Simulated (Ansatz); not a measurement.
C$_{4}$H$_{6}$ at its PBE0-D4/def2-TZVP geometry, where that method's forces vanish. Total charge 0; spin multiplicity 1.

```xyz
10

C    -0.6552   -0.2986    0.9198
C     0.1293    0.6118   -0.9867
C    -0.0065   -0.7278   -0.3502
C     0.5644    0.3957    0.4212
H    -1.6146    0.2187    0.8765
H    -0.5336   -0.9508    1.7798
H    -0.7687    1.2004   -1.1794
H     0.9112    0.7260   -1.7318
H     0.4354   -1.6729   -0.6197
H     1.5384    0.4976    0.8706
```

(1) What forces (eV/Å) does r2SCAN-D4/def2-TZVPP give on these atoms in the Gaussian-basis code of Ansatz? (Estimate.)

Answers

(1) Computed: 
```
C1  -0.137 -0.063  0.194
C2   0.028  0.129 -0.208
C3  -0.040 -0.203 -0.113
C4   0.137  0.145  0.126
H5   0.004  0.005 -0.009
H6   0.000  0.005 -0.008
H7  -0.004 -0.004  0.009
H8  -0.006 -0.002  0.007
H9   0.018  0.012  0.013
H10  0.000 -0.022 -0.011
```
